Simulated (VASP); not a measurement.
## LiF: single point with PBE

Crystal: LiF.

```
CELL_PARAMETERS angstrom
2.73934 0.00000 0.00000
0.00000 2.73934 0.00000
0.00000 0.00000 2.73934
ATOMIC_POSITIONS crystal
Li 0.00000 0.00000 0.00000
F 0.50000 0.50000 0.50000
```

Measurements of this composition are mostly on another form, of space group No. 225.

The cell isn't the ideal one: K replaced by Li, lengths x 0.827, strained and moved within the space group.

```
Program             : VASP 6.6.1
Task                : single point
Functional          : PBE
Potentials or basis : VASP PAW PBE potentials, release 64 (Li_sv, F)
Cutoff              : 520 eV
k mesh              : 8 × 8 × 8
Occupations         : gaussian, width 0.02 eV
Spin                : no spin polarisation
```

* Band gap on the k mesh: 6.08 eV, indirect (least direct gap 6.57 eV)

Levels at points of the mesh, in eV from the valence-band top:
| k point | band 2 | band 3 | band 4 | band 5 | band 6 | band 7 | band 8 | band 9 |
| --- | --- | --- | --- | --- | --- | --- | --- | --- |
| (0.00, 0.00, 0.00) | -20.06 | -0.49 | -0.49 | -0.49 | 6.08 | 17.57 | 17.57 | 18.61 |
| (0.50, 0.00, 0.00) | -19.76 | -2.83 | -0.20 | -0.20 | 8.16 | 11.93 | 18.39 | 18.39 |
| (0.50, 0.50, 0.00) | -19.45 | -2.42 | -2.42 | 0.00 | 12.04 | 12.14 | 12.14 | 17.31 |
| (0.50, 0.50, 0.50) | -19.18 | -1.68 | -1.68 | -1.68 | 10.53 | 10.53 | 10.53 | 21.30 |

Run time: 7.5 s on 1 thread of Intel(R) Xeon(R) Platinum 8488C (Sapphire Rapids) (shared host), peak memory 0.11 GiB.

 A k mesh can miss the band edges.
